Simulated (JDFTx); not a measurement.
Runs of JDFTx 1.7.0 (patched build) on BN. It takes space group P6_3mc (No. 186, hexagonal). Conventional cell: a = 2.554 Å, b = 2.554 Å, c = 4.227 Å, α = 90.00°, β = 90.00°, γ = 120.00°. Around N (site symmetry 3m) lie 4 B at 1.57 to 1.58 Å. Around B (site symmetry 3m) lie 4 N at 1.57 to 1.58 Å. Measurements of this composition are mostly on another form, of space group No. 194.

```tsv
task	level	potentials or basis	k mesh	cutoff (eV)	band ratio of the Davidson solver	local potential set to -Z/r beyond	max SCF steps	SCF threshold on the energy	solver of the electrons	gap on the mesh (eV)	pressure (GPa)	largest force (eV/Å)
single point	PBEsol	SG15-PBE-1.2 with smoothed tails	8 × 8 × 4	1361	-	6 bohr	100	1e-09 Ha	scf	5.32	-4.0	0.01
single point	r2SCAN	SG15-PBE-1.2 with smoothed tails	8 × 8 × 4	1361	-	6 bohr	100	1e-09 Ha	scf	6.10	-5.1	0.03
single point	LDA	SG15-PBE-1.2 with smoothed tails	8 × 8 × 4	1361	-	6 bohr	100	1e-09 Ha	scf	5.24	(a)	0.01
single point	PBE	PseudoDojo-SR-PBE-0.5-standard	12 × 12 × 6	1143	-	-	100	1e-09 Ha	scf	5.27	(b)	0.02
```

Alike in all rows: no spin polarisation; cell as given; smearing fermi-dirac 0.05 eV.

**Question.** Fill in the values left out.

**Answer.** (a) -4.6; (b) -0.4.

Caveats: the empty levels aren't tightly converged; the potentials were made for another functional, which shifts forces and pressure (some runs); meta-GGA forces are noisy on this grid (some runs).

A k mesh can miss the band edges.

Not every run made on this cell is shown here.
